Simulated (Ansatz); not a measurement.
F, DFT, PBE, PAW with Ansatz's default frozen-core files, scalar-relativistic (Ansatz 0.2.0), run on 1 thread of Intel(R) Xeon(R) 6975P-C (Granite Rapids) on a shared host.

The geometry is COD entry 9012471, unchecked; take it as a test cell.

Command: `ansatz run input.yaml --threads 1 --pin off --max-ram 3072MiB --backend cpu --events-out ev --progress --plain --runs-dir out`

```yaml
crystal:
  lattice:
    - [2.75, -1.64, 0.0]
    - [2.75, 1.64, 0.0]
    - [-1.53601, 0.0, 7.12002]
  atoms:
    - { symbol: F, position: [0.0504, 0.0504, 0.0996] }
    - { symbol: F, position: [0.9496, 0.9496, 0.9004] }
    - { symbol: F, position: [0.505, 0.505, 0.6] }
    - { symbol: F, position: [0.495, 0.495, 0.4] }
kpoints:
  mp_grid: { grid: [11, 11, 5] }
  band_path:
    path:
      - [0.0, 0.0, 0.0]
      - [-0.3430503728, 0.3430503728, 0.0]
      - [-0.6569496272, -0.3430503728, 0.0]
      - [-0.5, -0.5, 0.0]
      - [0.0, 0.0, 0.0]
      - [-0.5, -0.5, 0.5]
      - [-0.6717665024, -0.3282334976, 0.5]
      - [-0.3282334976, 0.3282334976, 0.5]
      - [0.0, 0.0, 0.5]
    npoints: 14
scf:
  occupations: { method: fermi_dirac, width: 0.03 }
hamiltonian:
  xc: pbe
  pseudopotentials: { kind: paw }
output:
  forces: true
  stress: true
  eigenvalues: true
  efg: { contact_densities: true }
  populations: true
  bader: true
  dos: { projected: true, de: 0.2, e_range: [-14, 8] }
  write_density: true
  write_potential: true
  elf: true
  volumetric_format: npy
```

Task: How large is the problem that the program sets up?

Result: 168 irreducible k-points, 1289 plane waves at Γ, 18 bands.

Task: About how long does it take, and how much memory does it use?

Result: 21 s of wall time for 6 SCF iterations, with a peak of 0.48 GiB. Times on shared machines scatter by tens of per cent.

Task: And the same cell and mesh by LAPW (all electrons), asked for forces, stress, eigenvalues, fatbands, populations, dos and the same band path, on the same hardware?

Result: 2.2 min, peak memory 1.3 GiB.

Task: And the same cell and mesh by crystal-made all-electron datasets, asked for forces, stress, eigenvalues, efg and the same band path, on the same hardware?

Result: 41 s, peak memory 1.6 GiB.
